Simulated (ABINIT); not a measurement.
# InP (F-43m): G0W0 with ABINIT, start to end

Wanted: ground state, empty states, screening and self-energy for InP (F-43m).

Method: LDA and many-body steps on it, plane waves, in ABINIT 10.8.3.

**1. The structure**

Symmetry: F-43m, No. 216, cubic system. Conventional cell: a = 5.869 Å, b = 5.869 Å, c = 5.869 Å, α = 90.00°, β = 90.00°, γ = 90.00°. Nearest to In lie 4 P at 2.54 Å. P has 4 In at 2.54 Å nearest. Farther neighbours are not listed.

The cell and positions come from the Crystallography Open Database and are kept as given unless a step says otherwise.

**2. Ground state**

This step: ABINIT 10.8.3; DFT, LDA, plane waves, norm-conserving pseudopotentials.

The ground-state density comes first.

run.abi

```
acell 3*1.0 Angstrom
rprim 
  -0.000000000000 2.934350000000 2.934350000000
  2.934350000000 -0.000000000000 2.934350000000
  2.934350000000 2.934350000000 -0.000000000000
ntypat 2
znucl 49 15
natom 2
typat 1 2
xred 
  0.000000000000 0.000000000000 0.000000000000
  0.250000000000 0.250000000000 0.250000000000
pp_dirpath "pseudos"
pseudos "In.upf, P.upf"
ecut 33
ngkpt 6 6 6
nshiftk 1
shiftk 0 0 0
kptopt 1
chksymbreak 0
nband 18
occopt 1
tolvrs 1e-10
nstep 60
prtwf 0
indata_prefix "in"
outdata_prefix "out"
tmpdata_prefix "tmp"
```

The run is started by

```sh
$ OMP_NUM_THREADS=1 mpirun -n 4 abinit run.abi > log
```

Numbers of over 12 decimals in the logs are rounded to 6 here.

What it wrote:

```text
.Version 10.8.3 of ABINIT. v10.8.2 released Aug 2026.

 Symmetries : space group F-4 3 m (#216); Bravais cF (face-center cubic)
================================================================================
 Values of the parameters that define the memory need of the present run
     intxc =       0    ionmov =       0      iscf =       7    lmnmax =       6
     lnmax =       6     mgfft =      45  mpssoang =       3    mqgrid =    3001
     natom =       2  nloc_mem =       1    nspden =       1   nspinor =       1
    nsppol =       1      nsym =      24    n1xccc =    2501    ntypat =       2
    occopt =       1   xclevel =       1
-    mband =          18        mffmem =           1         mkmem =           4
       mpw =        3104          nfft =       91125          nkpt =          16
================================================================================
  Rough estimation (10% accuracy) of disk space for files :
================================================================================

--------------------------------------------------------------------------------
------------- Echo of variables that govern the present computation ------------
--------------------------------------------------------------------------------
 -outvars: echo values of preprocessed input variables --------
            acell      1.8897261259E+00  1.8897261259E+00  1.8897261259E+00 Bohr

      chksymbreak           0
             ecut      3.30000000E+01 Hartree
-          fftalg         312

              ixc       -1012
              kpt      0.00000000E+00  0.00000000E+00  0.00000000E+00
                       1.66666667E-01  0.00000000E+00  0.00000000E+00
                       3.33333333E-01  0.00000000E+00  0.00000000E+00
                       5.00000000E-01  0.00000000E+00  0.00000000E+00
                       1.66666667E-01  1.66666667E-01  0.00000000E+00
                       3.33333333E-01  1.66666667E-01  0.00000000E+00
                       5.00000000E-01  1.66666667E-01  0.00000000E+00
                      -3.33333333E-01  1.66666667E-01  0.00000000E+00
                      -1.66666667E-01  1.66666667E-01  0.00000000E+00
   [... 5 further rows ...]
                      -3.33333333E-01  3.33333333E-01  1.66666667E-01
                      -3.33333333E-01  5.00000000E-01  1.66666667E-01
         kptrlatt        6    0    0      0    6    0      0    0    6
          kptrlen      4.70518853E+01
P           mkmem           4
            natom           2
            nband          18
            ngfft          45      45      45
             nkpt          16
            nstep          60
             nsym          24
           ntypat           2
              occ      2.000000  2.000000  2.000000  2.000000  2.000000  2.000000
                       2.000000  2.000000  2.000000  2.000000  2.000000  2.000000
                       2.000000  0.000000  0.000000  0.000000  0.000000  0.000000
            prtwf           0
            rprim     -0.0000000000E+00  2.9343500000E+00  2.9343500000E+00
[...]
spgroup         216

           tolvrs      1.00000000E-10

             xred      0.0000000000E+00  0.0000000000E+00  0.0000000000E+00
[...]
znucl       49.00000   15.00000

================================================================================

 chkinp: Checking input parameters for consistency.

================================================================================
== DATASET  1 ==================================================================
-   mpi_nproc: 4, omp_nthreads: 1 (-1 if OMP is not activated)

--- !DatasetInfo
iteration_state: {dtset: 1, }
dimensions: {natom: 2, nkpt: 16, mband: 18, nsppol: 1, nspinor: 1, nspden: 1, mpw: 3104, }
cutoff_energies: {ecut:  33.0, pawecutdg:  -1.0, }
electrons: {nelect:   2.60000000E+01, charge:   0.00000000E+00, occopt:   1.00000000E+00, tsmear:   1.00000000E-02, }

 Real(R)+Recip(G) space primitive vectors, cartesian coordinates (Bohr,Bohr^-1):
 R(1)=  0.0000000  5.5451179  5.5451179  G(1)= -0.0901694  0.0901694  0.0901694
 R(2)=  5.5451179  0.0000000  5.5451179  G(2)=  0.0901694 -0.0901694  0.0901694
 R(3)=  5.5451179  5.5451179  0.0000000  G(3)=  0.0901694  0.0901694 -0.0901694
 Unit cell volume ucvol=  3.4100625E+02 bohr^3
 Angles (23,13,12)=  6.00000000E+01  6.00000000E+01  6.00000000E+01 degrees

 getcut: wavevector=  0.0000  0.0000  0.0000  ngfft=  45  45  45
         ecut(hartree)=     33.000   => boxcut(ratio)=   2.16973

--- Pseudopotential description ------------------------------------------------
- In Generated using ONCVPSP code by D. R. Hamann
- 49.00000  21.00000  180309                  znucl, zion, pspdat
12 -1012 2 -1 1894                            pspcod,pspxc,lmax,lloc,mmax
     nproj     2     2     2
  pspatm : epsatm=   33.93291270
         --- l  ekb(1:nproj) -->
[...]
pspatm: atomic psp has been read  and splines computed

- P Generated using ONCVPSP code by D. R. Hamann
- 15.00000   5.00000  180309                  znucl, zion, pspdat
12 -1012 2 -1 1298                            pspcod,pspxc,lmax,lloc,mmax
     nproj     2     2     2
  pspatm : epsatm=    7.03163270
         --- l  ekb(1:nproj) -->
[...]
2   -3.024864   -0.802189
 pspatm: atomic psp has been read  and splines computed

   1.06507818E+03                                ecore*ucvol(ha*bohr**3)
--------------------------------------------------------------------------------

_setup2: Arith. and geom. avg. npw (full set) are    3085.792    3085.771

================================================================================

--- !BeginCycle
iteration_state: {dtset: 1, }
solver: {iscf: 7, nstep: 60, nline: 4, wfoptalg: 0, }
tolerances: {tolvrs: 1.00E-10, }

     iter   Etot(hartree)      deltaE(h)  residm     vres2
 ETOT  1  -205.97483694696    -2.060E+02 2.459E-01 1.666E+02
 ETOT  2  -206.31565769344    -3.408E-01 6.932E-03 1.653E+01
 ETOT  3  -206.31810961554    -2.452E-03 1.166E-02 4.994E-01
 ETOT  4  -206.31816287813    -5.326E-05 1.054E-03 4.534E-02
 ETOT  5  -206.31817259573    -9.718E-06 3.582E-04 8.230E-03
 ETOT  6  -206.31817477819    -2.182E-06 2.198E-05 1.135E-04
 ETOT  7  -206.31817478924    -1.105E-08 8.984E-06 1.221E-06
 ETOT  8  -206.31817478943    -1.887E-10 5.675E-07 6.019E-08
 ETOT  9  -206.31817478945    -1.512E-11 2.331E-07 3.823E-09
 ETOT 10  -206.31817478944     9.720E-12 1.511E-08 4.905E-12

 At SCF step   10       vres2   =  4.91E-12 < tolvrs=  1.00E-10 =>converged.

 Cartesian components of stress tensor (hartree/bohr^3)
  sigma(1 1)=  1.87931487E-04  sigma(3 2)=  0.00000000E+00
  sigma(2 2)=  1.87931487E-04  sigma(3 1)=  0.00000000E+00
  sigma(3 3)=  1.87931487E-04  sigma(2 1)=  0.00000000E+00

--- !ResultsGS
iteration_state: {dtset: 1, }
comment   : Summary of ground state results
lattice_vectors:
- [ -0.0000000,   5.5451179,   5.5451179, ]
- [  5.5451179,  -0.0000000,   5.5451179, ]
- [  5.5451179,   5.5451179,  -0.0000000, ]
lattice_lengths: [   7.84198,    7.84198,    7.84198, ]
lattice_angles: [ 60.000,  60.000,  60.000, ] # degrees, (23, 13, 12)
lattice_volume:   3.4100625E+02
convergence: {deltae:  9.720E-12, res2:  4.905E-12, residm:  1.511E-08, diffor: null, }
etotal    :  -2.06318175E+02
entropy   :   0.00000000E+00
fermie    :   1.74074826E-01
cartesian_stress_tensor: # hartree/bohr^3
- [  1.87931487E-04,   0.00000000E+00,   0.00000000E+00, ]
- [  0.00000000E+00,   1.87931487E-04,   0.00000000E+00, ]
- [  0.00000000E+00,   0.00000000E+00,   1.87931487E-04, ]
pressure_GPa:  -5.5291E+00
xred      :
- [  0.0000E+00,   0.0000E+00,   0.0000E+00, In]
- [  2.5000E-01,   2.5000E-01,   2.5000E-01,  P]
cartesian_forces: # hartree/bohr
- [ -0.00000000E+00,  -0.00000000E+00,  -0.00000000E+00, ]
- [ -0.00000000E+00,  -0.00000000E+00,  -0.00000000E+00, ]
force_length_stats: {min:   0.00000000E+00, max:   0.00000000E+00, mean:   0.00000000E+00, }

 Integrated electronic density in atomic spheres:
 ------------------------------------------------
 Atom  Sphere_radius  Integrated_density
    1        2.00000         17.83909891
    2        2.00000          2.75334687
================================================================================

 ----iterations are completed or convergence reached----

 Mean square residual over all n,k,spin=   10.062E-11; max=  15.108E-09
 reduced coordinates (array xred) for    2 atoms
       0.000000000000      0.000000000000      0.000000000000
       0.250000000000      0.250000000000      0.250000000000
 rms dE/dt=  0.0000E+00; max dE/dt=  0.0000E+00; dE/dt below (all hartree)
    1       0.000000000000      0.000000000000      0.000000000000
    2       0.000000000000      0.000000000000      0.000000000000

 cartesian coordinates (angstrom) at end:
    1      0.000000     0.000000     0.000000
    2      1.467175     1.467175     1.467175

 cartesian forces (hartree/bohr) at end:
    1     -0.000000    -0.000000    -0.000000
    2     -0.000000    -0.000000    -0.000000
 frms,max,avg= 0.0000000E+00 0.0000000E+00   0.000E+00  0.000E+00  0.000E+00 h/b

 cartesian forces (eV/Angstrom) at end:
    1     -0.000000    -0.000000    -0.000000
    2     -0.000000    -0.000000    -0.000000
 frms,max,avg= 0.0000000E+00 0.0000000E+00   0.000E+00  0.000E+00  0.000E+00 e/A
 length scales=  1.889726125908  1.889726125908  1.889726125908 bohr
              =  1.000000000000  1.000000000000  1.000000000000 angstroms
 prteigrs : about to open file out_EIG
 Fermi (or HOMO) energy (hartree) =   0.17407   Average Vxc (hartree)=  -0.36049
 Eigenvalues (hartree) for nkpt=  16  k points:
 kpt#   1, nband= 18, wtk=  0.00463, kpt=  0.0000  0.0000  0.0000 (reduced coord)
  -4.04219   -2.52030   -2.52030   -2.52030   -0.34687   -0.34687   -0.34687   -0.34129
  -0.34129   -0.24972    0.17407    0.17407    0.17407    0.19088    0.31951    0.31951
   0.31951    0.47740
 prteigrs : prtvol=0 or 1, do not print more k-points.

--- !EnergyTerms
iteration_state     : {dtset: 1, }
comment             : Components of total free energy in Hartree
kinetic             :  7.00328815073717E+01
hartree             :  7.44498485263649E+01
xc                  : -2.99339727440290E+01
Ewald energy        : -1.03918092430690E+02
psp_core            :  3.12333917428224E+00
local_psp           : -2.03934287722262E+02
non_local_psp       : -1.61378911004735E+01
total_energy        : -2.06318174789436E+02
total_energy_eV     : -5.61420354376116E+03
band_energy         : -2.66217646228875E+01

 Cartesian components of stress tensor (hartree/bohr^3)
  sigma(1 1)=  1.87931487E-04  sigma(3 2)=  0.00000000E+00
  sigma(2 2)=  1.87931487E-04  sigma(3 1)=  0.00000000E+00
  sigma(3 3)=  1.87931487E-04  sigma(2 1)=  0.00000000E+00

-Cartesian components of stress tensor (GPa)         [Pressure= -5.5291E+00 GPa]
- sigma(1 1)=  5.52913523E+00  sigma(3 2)=  0.00000000E+00
- sigma(2 2)=  5.52913523E+00  sigma(3 1)=  0.00000000E+00
- sigma(3 3)=  5.52913523E+00  sigma(2 1)=  0.00000000E+00

== END DATASET(S) ==============================================================
================================================================================

 -outvars: echo values of variables after computation  --------
           etotal     -2.0631817479E+02
            nband          18
             nkpt          16
          spgroup         216
 [... the other variables as echoed above ...]

 Calculation completed.
```

It took 10 s on 4 MPI ranks of Arm Neoverse V2, shared host; peak memory 0.32 GiB.

This step gave:

```yaml
total_energy: -5614.2035 eV
gap: 0.4574 eV
k_of_the_valence_top: 0, 0, 0
k_of_the_conduction_bottom: 0, 0, 0
least_direct_gap: 0.4574 eV
pressure: -5.529 GPa
```

The gap is direct, at Γ.

The cutoff was set for levels, not for stress, so the pressure can be off by some GPa.

[end of part 1 of 3]

[Paths, hosts, dates, memory and timing lines, banners, echoed tables and standing remarks are left out of the program output.]

[Logs are printed without paths, hosts, clocks, repeated set-up lines and the standing remarks that a program may print on its own settings, such as how far it seeks lower states.]

[Runs of the session that timed out or met a known fault of the program may be left out.]

[Hosts, paths, dates, database ids (printed as entryN), source tags and the programs' standing remarks are cut or masked in the printed files.]

[G0W0 gaps are taken among the corrected bands and points alone; a level outside them can change the order at an edge.]

[Where Ansatz stands beside ABINIT at settings called matched, ABINIT's density can come from a denser mesh and the files from another edition; pairs whose starting gaps differed by over 0.03 eV were left out, so agreement reads better than it is.]
